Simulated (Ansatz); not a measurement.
# InP (F-43m), clamped-ion strain scan

Computed with DFT r2SCAN, scalar-relativistic, plane waves, PAW in Ansatz 0.2.0. The runs took a 500 eV cutoff, a Γ-centred 8×8×8 mesh and Gaussian smearing (0.05 eV). No spin polarisation. Energies are free energies at this smearing, counted from the undisturbed cell; pressure is positive in compression.

Zero of the scan (as given, not relaxed at this level; it stands at 1.7 GPa):

```
CELL_PARAMETERS angstrom
0.00000 2.93050 2.93050
2.93050 0.00000 2.93050
2.93050 2.93050 0.00000
ATOMIC_POSITIONS crystal
In 0.00000 0.00000 0.00000
P 0.75000 0.75000 0.75000
```

The cell is strained by ε times the Voigt pattern (0, 1, 0, 0, 0, 0) (xx, yy, zz, yz, xz, xy; engineering shear) with fractional coordinates fixed.

```csv
ε,ΔE (meV/atom),"stress summed along the pattern (GPa, tension positive)",pressure (GPa),gap on the mesh (eV)
-0.0400,24.1,-6.05,5.0,1.27
-0.0300,15.5,-4.93,?,?
-0.0200,8.6,-3.83,3.3,1.22
-0.0100,3.5,-2.75,2.5,1.19
0.0000,0.0,-1.68,1.7,1.16
0.0100,-1.8,-0.64,0.9,1.09
0.0200,-2.0,0.38,0.2,1.01
0.0300,?,1.37,?,0.94
0.0350,0.6,1.86,-0.8,0.90
0.0400,2.3,2.35,?,?
```

(1) Give the withheld values.

Results:

(1) pressure (GPa) at ε = -0.0300: 4.1; gap on the mesh (eV) at ε = -0.0300: 1.24; ΔE (meV/atom) at ε = 0.0300: -0.7; pressure (GPa) at ε = 0.0300: -0.4; pressure (GPa) at ε = 0.0400: -1.1; gap on the mesh (eV) at ε = 0.0400: 0.86.